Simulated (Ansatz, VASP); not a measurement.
One calculation of CdF2, two programs

INCAR

```
ALGO     = Normal         # electronic algorithm
EDIFF    = 1E-6           # SCF threshold, eV
ENCUT    = 520            # plane-wave cutoff, eV
ISIF     = 2              # what is computed and relaxed
ISMEAR   = 0              # smearing method
LASPH    = True           # aspherical terms in the spheres
LCHARG   = True           # write CHGCAR
LELF     = True           # ELF
LREAL    = False          # projectors in reciprocal space
LVHAR    = True         
LWAVE    = False          # write WAVECAR
NBANDS   = 20             # bands
NELM     = 60             # most SCF steps
PREC     = Accurate       # precision mode
SIGMA    = 0.05           # smearing width, eV
```

Contents of KPOINTS:

```
k-points
0
Gamma
  8 8 8
```

File POSCAR:

```
CdF2
1.0
    0.0000000000      2.6940000000      2.6940000000
    2.3909250000      0.0000000000      2.6940000000
    2.3909250000      2.6940000000      0.0000000000
Cd F
1 2
Direct
    0.0000000000      0.0000000000      0.0000000000
    0.2500000000      0.2500000000      0.2500000000
    0.7500000000      0.7500000000      0.7500000000
```

Input for Ansatz:

```yaml
crystal:
  lattice:
    - [0.0, 2.694, 2.694]
    - [2.390925, 0.0, 2.694]
    - [2.390925, 2.694, 0.0]
  atoms:
    - { symbol: Cd, position: [0.0, 0.0, 0.0] }
    - { symbol: F, position: [0.25, 0.25, 0.25] }
    - { symbol: F, position: [0.75, 0.75, 0.75] }
basis:
  ecutwfc: 420
kpoints:
  mp_grid: { grid: [8, 8, 8] }
hamiltonian:
  xc: lda
scf:
  occupations: { method: gaussian, width: 0.05 }
output:
  forces: true
  stress: true
  eigenvalues: true
```

Change from the starting cell: strain -0.1125 x Voigt [1, 0, 0, 0, 0, 0], atoms carried along.

Alike in both runs: task single point; functional LDA; k mesh 8 × 8 × 8; occupations gaussian, width 0.05 eV; no spin polarisation.

```csv
,VASP,Ansatz
version,VASP 6.6.1,Ansatz 0.2.0
potentials or method,"VASP PAW LDA potentials, release 64 (Cd, F)","scalar-relativistic, plane waves, PAW"
plane-wave cutoff (eV),520,420
valence electrons in the cell,26,34
```

Ansatz gave:

* gap on the k mesh at the Fermi level (eV): 2.83
* least direct gap on the mesh (eV): 3.30
* pressure (GPa): 10.1
* largest component of the traceless stress (GPa): 10.72

What did VASP give for the same quantities?

gap on the k mesh at the Fermi level (eV): 2.81; least direct gap on the mesh (eV): 3.28; pressure (GPa): 11.8; largest component of the traceless stress (GPa): 10.51.

The two sets of potentials don't hold the same shells in valence.

A k mesh can miss the band edges.
